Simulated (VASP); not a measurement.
## A VASP 6.6.1 single-point calculation on KF

INCAR

```
ISMEAR = 0
NSW = 0
NBANDS = 15
PREC = Accurate
LASPH = .TRUE.
LWAVE = .FALSE.
EDIFF = 1E-7
ENCUT = 520
METAGGA = R2SCAN
LREAL = .FALSE.
ALGO = Normal
LCHARG = .FALSE.
IBRION = -1
ISIF = 2
NELM = 120
SIGMA = 0.01
ISYM = 1
```

KPOINTS

```
KPOINTS created by Atomic Simulation Environment
0
Gamma
8 8 8
0 0 0
```

POSCAR

```
K  F
 1.0000000000000000
     0.0000000000000000    2.9354014085858746    2.9354014085858746
     2.9354014085858746    0.0000000000000000    2.9354014085858746
     2.9354014085858746    2.9354014085858746    0.0000000000000000
 K   F
   1   1
Cartesian
  0.0000000000000000  0.0000000000000000  0.0000000000000000
  1.4677007042929373  1.4677007042929373  1.4677007042929373
```

The recommended PBE PAW datasets give the neutral cell 16 valence electrons.

Command

```
mpirun -np 1 vasp_std
```

How does this run end, and what does it give?

It converged. Results: gap between bands v and c on the k mesh 5.74 eV; least direct gap on the k mesh 5.95 eV; pressure 0.0 GPa. Band v is the last that the valence electrons fill when counted band by band, and c is the next.

OSZICAR

```
N       E                     dE             d eps       ncg     rms          rms(c)
DAV:   1     0.100865150299E+03    0.10087E+03   -0.79552E+03   878   0.101E+03
DAV:   2    -0.154404678315E+02   -0.11631E+03   -0.10583E+03  1143   0.284E+02
DAV:   3    -0.208480830455E+02   -0.54076E+01   -0.53803E+01  1146   0.545E+01
DAV:   4    -0.210187121600E+02   -0.17063E+00   -0.17061E+00  1231   0.913E+00
DAV:   5    -0.210203686299E+02   -0.16565E-02   -0.16564E-02  1182   0.909E-01    0.623E+00
DAV:   6    -0.146928783124E+02    0.63275E+01   -0.23989E+00  1312   0.156E+01    0.227E+00
DAV:   7    -0.146801640894E+02    0.12714E-01   -0.58216E-01   891   0.556E+00    0.216E+00
DAV:   8    -0.147544872541E+02   -0.74323E-01   -0.47296E-01   884   0.537E+00    0.156E+00
DAV:   9    -0.147048058650E+02    0.49681E-01   -0.16186E-01  1143   0.267E+00    0.283E-01
DAV:  10    -0.147084280787E+02   -0.36222E-02   -0.27915E-02   898   0.110E+00    0.395E-01
DAV:  11    -0.147061296620E+02    0.22984E-02   -0.10583E-02  1059   0.715E-01    0.285E-02
DAV:  12    -0.147061100761E+02    0.19586E-04   -0.13771E-04   919   0.940E-02    0.755E-03
DAV:  13    -0.147061119347E+02   -0.18586E-05   -0.33524E-06  1074   0.150E-02    0.299E-03
DAV:  14    -0.147061119322E+02    0.24975E-08   -0.24056E-06  1080   0.111E-02    0.451E-03
DAV:  15    -0.147061116077E+02    0.32448E-06   -0.62275E-07  1101   0.575E-03    0.786E-04
DAV:  16    -0.147061116191E+02   -0.11402E-07   -0.24796E-08   666   0.138E-03
   1 F= -.14706112E+02 E0= -.14706112E+02  d E =-.745877E-48
```

For comparison, a separate r²SCAN run of the intended cell, on usual settings and not on those above, gives a gap of 5.74 eV on its mesh and a pressure of 0.0 GPa.
